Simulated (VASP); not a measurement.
Input:

```yaml
crystal:
  lattice:
    - [4.13580, 0.00000, 0.00000]
    - [0.00000, 4.13580, 0.00000]
    - [0.00000, 0.00000, 4.13580]
  atoms:
    - { symbol: Ba, position: [0.00000, 0.00000, 0.00000] }
    - { symbol: Sn, position: [0.50000, 0.50000, 0.50000] }
    - { symbol: O, position: [0.50000, 0.00000, 0.50000] }
    - { symbol: O, position: [0.00000, 0.50000, 0.50000] }
    - { symbol: O, position: [0.50000, 0.50000, 0.00000] }
```

Computed with SCAN meta-GGA, VASP's PBE PAW potentials (set 64) (plane waves; VASP 6.6.1). Settings: 520 eV cut-off, 5×5×5 Γ-centred mesh, Gaussian smearing of 0.050 eV, potentials Ba_sv Sn_d O.

Task: Predict the energy per atom (σ→0).

Result: 
```yaml
energy per atom (σ→0): -21.249 eV/atom
```

The absolute energy has meaning only against runs of the same code, potentials and settings.

The compound is BaSnO3 in the cubic perovskite structure. It was relaxed first.
